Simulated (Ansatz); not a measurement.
**BeS (F-43m) from LDA to hybrids**

All numbers come from the plane-wave code Ansatz. No spin polarisation and no zero-point or thermal motion.

A 2-atom cell of BeS (F-43m) from a materials database, relaxed with r2SCAN. Space group F-43m (No. 216), cubic; conventional cell a = 4.869 Å, 14.43 Å³ an atom. Be has 4 S at 2.11 Å; S has 4 Be at 2.11 Å.

```
CELL_PARAMETERS angstrom
0.00000 2.43431 2.43431
2.43431 0.00000 2.43431
2.43431 2.43431 0.00000
ATOMIC_POSITIONS crystal
Be 0.00000 0.00000 0.00000
S 0.75000 0.75000 0.75000
```

Relaxed lattice by functional, symmetry kept:

| functional | k mesh | a (Å) | volume (Å³/atom) |
| --- | --- | --- | --- |
| PBE | 8×8×8 | 4.876 | 14.49 |
| r2SCAN | 8×8×8 | 4.869 | 14.43 |
| PBEsol | 8×8×8 | 4.838 | 14.15 |
| LDA | 8×8×8 | 4.796 | 13.79 |
| HSE06 | 6×6×6 | 4.853 | 14.29 |

On this one geometry the levels give:
```json
{"level": "LDA", "k mesh": "10×10×10", "gap (eV)": "2.92", "kind": "indirect", "edges": "Γ → X", "least direct gap (eV)": "5.44"}
{"level": "PBE", "k mesh": "10×10×10", "gap (eV)": "3.14", "kind": "indirect", "edges": "Γ → X", "least direct gap (eV)": "5.62"}
{"level": "r2SCAN", "k mesh": "10×10×10", "gap (eV)": "3.59", "kind": "indirect", "edges": "Γ → X", "least direct gap (eV)": "6.23"}
{"level": "r2SCANh", "k mesh": "6×6×6", "gap (eV)": "4.17", "kind": "indirect", "edges": "Γ → X", "least direct gap (eV)": "6.91"}
{"level": "HSE06", "k mesh": "6×6×6", "gap (eV)": "4.09", "kind": "indirect", "edges": "Γ → X", "least direct gap (eV)": "6.80"}
{"level": "DDH-PBE0", "k mesh": "6×6×6", "gap (eV)": "4.39", "kind": "indirect", "edges": "Γ → X", "least direct gap (eV)": "7.07"}
{"level": "PBE0", "k mesh": "6×6×6", "gap (eV)": "4.80", "kind": "indirect", "edges": "Γ → X", "least direct gap (eV)": "7.53"}
{"level": "Hartree-Fock", "k mesh": "6×6×6", "gap (eV)": "10.47", "kind": "indirect", "edges": "Γ → X", "least direct gap (eV)": "13.82"}
{"level": "G0W0@PBE (86 empty bands, 120 eV, 6×6×6)", "k mesh": "6×6×6", "gap (eV)": "4.38", "kind": "–", "edges": "Γ → X (mesh)", "least direct gap (eV)": "–"}
{"level": "G0W0@PBE (213 empty bands, 220 eV, 6×6×6)", "k mesh": "6×6×6", "gap (eV)": "4.53", "kind": "–", "edges": "Γ → X (mesh)", "least direct gap (eV)": "–"}
```
PBE: smearing of 0.02 eV; the others have fixed occupations.
Wave cutoffs: 420 eV, 500 eV (r2SCAN, r2SCANh).
The G0W0 gap is PBE's gap over the path plus the quasiparticle shift read on the mesh. G0W0 values are finite-basis, finite-mesh values.

With HSE06 the valence top lies at Γ and the conduction bottom at X, 4.09 eV higher; the smallest vertical gap, at K–Γ (0.90 of the way from K), is 6.80 eV.

Set against the finite-basis gap of 4.53 eV from G0W0@PBE (213 empty bands, 220 eV, 6×6×6), the closest functional is DDH-PBE0, which differs by -0.14 eV. The others: PBE0 +0.27, r2SCANh -0.36, HSE06 -0.44, r2SCAN -0.94, PBE -1.39, LDA -1.61, Hartree-Fock +5.94 eV. The yardstick's own error is a tenth of an eV or more. r2SCAN covers 48 % of the step from PBE to HSE06. All these functionals give a gap of the same kind, indirect.

r2SCAN (ground state on 8×8×8): ε∞: 4.94 in all directions. Born charges, averaged over directions: Be +1.67, S -1.67 e. PBE (ground state on 8×8×8): The electronic dielectric tensor ε∞ is 5.25 in all directions. Born charges, averaged over directions: Be +1.62, S -1.62 e.

The meshes of the hybrids are coarse, so their gaps aren't converged to the digits shown.
